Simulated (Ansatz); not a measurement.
Nb in Ansatz: the effect of functional

Crystal: Nb.

```
Nb
1.0
    -1.66395    1.66395    1.66395
     1.66395   -1.66395    1.66395
     1.66395    1.66395   -1.66395
Nb
1
Direct
  0.00000 0.00000 0.00000
```

Alike in all runs:

* Program: Ansatz 0.2.0
* Task: band structure
* Potentials or basis: Ansatz PAW
* k mesh: 11 × 11 × 11
* Occupations: fermi-dirac, width 0.05 eV
* Spin: no spin polarisation

Problem. One run gave: pressure -2.0 GPa. Which functional did it use?
A. revPBE
B. BLYP
C. PBE
D. LDA
E. RPBE

Solution. C.

```tsv
functional	cutoff	pressure (GPa)
LDA	420 eV (not typed: the program's choice for these potentials)	-11.6
PBE	420 eV (not typed: the program's choice for these potentials)	-2.0
PBEsol	420 eV (not typed: the program's choice for these potentials)	-7.8
RPBE	420 eV (not typed: the program's choice for these potentials)	0.8
revPBE	420 eV (not typed: the program's choice for these potentials)	0.0
BLYP	420 eV (not typed: the program's choice for these potentials)	4.1
r2SCAN	500 eV (not typed: the program's choice for these potentials)	-3.2
```

Caveats: the PAW data sets come from PBE, with cores solved anew for the run's functional, which leaves a small shift of forces and pressure (some runs).
